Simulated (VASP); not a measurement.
Given:

```
AlSb
1.0
    0.00000     3.07000     3.07000
    3.07000     0.00000     3.07000
    3.07000     3.07000     0.00000
Al Sb
1 1
Direct
  0.00000   0.00000   0.00000
  0.25000   0.25000   0.25000
```

Level of theory: G0W0 on PBE orbitals, VASP's PBE PAW potentials (set 64) (plane waves; VASP). Numerical set-up: PREC = Normal, 350 eV cut-off, 4×4×4 Γ-centred mesh, Gaussian smearing of 0.010 eV, potentials Al_GW Sb_d_GW.

The mesh is coarse and the basis finite, so the quasiparticle values are not converged.

NBANDS = 64, ENCUTGW = 150 eV, NOMEGA = 64. The PBE levels (eV) that the step starts from are:

```csv
state,KS energy,filling
"k1 (0.00, 0.00, 0.00), band 6",-7.27,2
"k1 (0.00, 0.00, 0.00), band 7",3.45,2
"k1 (0.00, 0.00, 0.00), band 8",3.45,2
"k1 (0.00, 0.00, 0.00), band 9",3.45,2
"k1 (0.00, 0.00, 0.00), band 10",5.04,0
"k1 (0.00, 0.00, 0.00), band 11",6.55,0
"k1 (0.00, 0.00, 0.00), band 12",6.55,0
"k1 (0.00, 0.00, 0.00), band 13",6.55,0
"k3 (0.50, 0.00, 0.00), band 6",-5.88,2
"k3 (0.50, 0.00, 0.00), band 7",-1.98,2
"k3 (0.50, 0.00, 0.00), band 8",2.54,2
"k3 (0.50, 0.00, 0.00), band 9",2.54,2
"k3 (0.50, 0.00, 0.00), band 10",4.79,0
"k3 (0.50, 0.00, 0.00), band 11",7.18,0
"k3 (0.50, 0.00, 0.00), band 12",7.18,0
"k3 (0.50, 0.00, 0.00), band 13",10.03,0
"k5 (0.50, 0.25, 0.00), band 6",-5.64,2
"k5 (0.50, 0.25, 0.00), band 7",-1.61,2
"k5 (0.50, 0.25, 0.00), band 8",0.75,2
"k5 (0.50, 0.25, 0.00), band 9",1.78,2
"k5 (0.50, 0.25, 0.00), band 10",5.37,0
"k5 (0.50, 0.25, 0.00), band 11",7.72,0
"k5 (0.50, 0.25, 0.00), band 12",8.68,0
"k5 (0.50, 0.25, 0.00), band 13",9.19,0
```

### Question
Give the quasiparticle energies and renormalisation factors Z.

### Answer

```tsv
state	QP energy (eV)	Z
k1 (0.00, 0.00, 0.00), band 6	-7.51	0.66
k1 (0.00, 0.00, 0.00), band 7	3.22	0.76
k1 (0.00, 0.00, 0.00), band 8	3.22	0.76
k1 (0.00, 0.00, 0.00), band 9	3.22	0.76
k1 (0.00, 0.00, 0.00), band 10	5.37	0.76
k1 (0.00, 0.00, 0.00), band 11	6.81	0.75
k1 (0.00, 0.00, 0.00), band 12	6.81	0.75
k1 (0.00, 0.00, 0.00), band 13	6.81	0.75
k3 (0.50, 0.00, 0.00), band 6	-6.09	0.69
k3 (0.50, 0.00, 0.00), band 7	-2.36	0.70
k3 (0.50, 0.00, 0.00), band 8	2.25	0.75
k3 (0.50, 0.00, 0.00), band 9	2.25	0.75
k3 (0.50, 0.00, 0.00), band 10	5.00	0.76
k3 (0.50, 0.00, 0.00), band 11	7.39	0.75
k3 (0.50, 0.00, 0.00), band 12	7.39	0.75
k3 (0.50, 0.00, 0.00), band 13	9.87	0.75
k5 (0.50, 0.25, 0.00), band 6	-5.84	0.69
k5 (0.50, 0.25, 0.00), band 7	-1.96	0.70
k5 (0.50, 0.25, 0.00), band 8	0.38	0.74
k5 (0.50, 0.25, 0.00), band 9	1.44	0.74
k5 (0.50, 0.25, 0.00), band 10	5.48	0.77
k5 (0.50, 0.25, 0.00), band 11	7.94	0.75
k5 (0.50, 0.25, 0.00), band 12	8.89	0.74
k5 (0.50, 0.25, 0.00), band 13	9.45	0.74
```
On the mesh the gap opens from 1.21 to 1.46 eV.

The compound is AlSb in the zinc blende structure. The cell was not relaxed at this level. The k-mesh is coarse (spacing up to 0.44 per Å, 2π included), so the numbers may not be converged in it.
